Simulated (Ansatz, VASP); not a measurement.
Two plane-wave programs on AlN

INCAR

```
SYSTEM = AlN
ALGO = Normal
EDIFF = 1E-6
EDIFFG = -0.005
ENCUT = 600
GGA = PE
IBRION = 2
ISIF = 3
ISMEAR = -1
LASPH = .TRUE.
LCHARG = .FALSE.
LREAL = .FALSE.
LWAVE = .FALSE.
NELM = 60
NSW = 100
PREC = Accurate
SIGMA = 0.03
```

KPOINTS

```
k-points
0
G
  14 14 14
  0 0 0
```

Contents of POSCAR:

```
AlN
1.0
    0.0000000000      2.2322827293      2.2322827293
    2.2322827293      0.0000000000      2.2322827293
    2.2322827293      2.2322827293      0.0000000000
Al N
1 1
Direct
    0.0000000000      0.0000000000      0.0000000000
    0.5000000000      0.5000000000      0.5000000000
```

Input for Ansatz:

```yaml
crystal:
  lattice:
    - [0.0, 2.2322827293, 2.2322827293]
    - [2.2322827293, 0.0, 2.2322827293]
    - [2.2322827293, 2.2322827293, 0.0]
  atoms:
    - { symbol: Al, position: [0.0, 0.0, 0.0] }
    - { symbol: "N", position: [0.5, 0.5, 0.5] }
kpoints:
  mp_grid: { grid: [14, 14, 14] }
scf:
  occupations: { method: fermi_dirac, width: 0.03 }
hamiltonian:
  xc: pbe
  pseudopotentials: { kind: paw }
output:
  forces: true
  stress: true
relax:
  f_tol: 0.005
  max_steps: 80
  cell: {}
```

Alike in both runs: task relaxation of cell and atoms; functional PBE; k mesh 14 × 14 × 14; occupations fermi-dirac, width 0.03 eV; no spin polarisation.

```csv
,VASP,Ansatz
version,VASP 6.6.1,Ansatz 0.2.0
potentials or method,"VASP PAW PBE potentials, release 64 (Al, N)","PAW with Ansatz's default frozen-core files, scalar-relativistic"
plane-wave cutoff (eV),600,420
valence electrons in the cell,8,8
```

```csv
,VASP,Ansatz,Ansatz less VASP
relaxed volume (Å³/atom),8.42,8.43,+0.013
relaxed cell length with the largest relative difference (Å),2.877,2.878,+0.0015
energy change over the relaxation (meV/atom),-426,-420,+6.1
```

Caveats: the volume moved by over 15 % at a fixed basis, so the end points are rough (VASP). A k mesh can miss the band edges.
